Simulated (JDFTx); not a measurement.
Runs of JDFTx 1.7.0 (patched build) on Mo. Symmetry: Im-3m, No. 229, cubic system. Conventional cell: a = 3.168 Å, b = 3.168 Å, c = 3.168 Å, α = 90.00°, β = 90.00°, γ = 90.00°. Mo (site symmetry m-3m) has 8 Mo at 2.74 Å as nearest neighbours. 

```csv
task,level,potentials or basis,cell,SCF threshold on the energy,further solve for the empty bands,gap on the mesh (eV),pressure (GPa),V0 of scaled cells (Å³/atom),B0 (GPa)
equation of state,PBEsol,PseudoDojo-SR-PBEsol-0.4.1-standard,as given,1e-09 Ha,-,-,-,15.34,283
single point,PBE,PseudoDojo-SR-PBE-0.5-standard,cell strained at random at fixed volume,1e-08 Ha,yes,none,-1.3,-,-
equation of state,PBE,PseudoDojo-SR-PBE-0.5-standard,as given,1e-08 Ha,-,-,-,(a),261
equation of state,r2SCAN,SG15-PBE-1.2,as given,1e-09 Ha,-,-,-,15.57,(b)
single point,PBE,PseudoDojo-SR-PBE-0.5-standard,as given,1e-08 Ha,yes,none,-1.5,-,-
equation of state,LDA,PseudoDojo-SR-LDA-0.4.1-standard,as given,1e-09 Ha,-,-,-,15.09,(c)
```

Alike in all rows: no spin polarisation; k mesh 12 × 12 × 12; cutoff (eV) 1088; smearing fermi-dirac 0.05 eV.

Task: Fill in the values left out.

Result: (a) 15.80; (b) 279; (c) 296.

Caveats: the potentials were made for another functional, which shifts forces and pressure (some runs).

A k mesh can miss the band edges, and the runs leave out spin-orbit coupling on Mo.

A gap of «none» marks a metal or a gap under the smearing width.
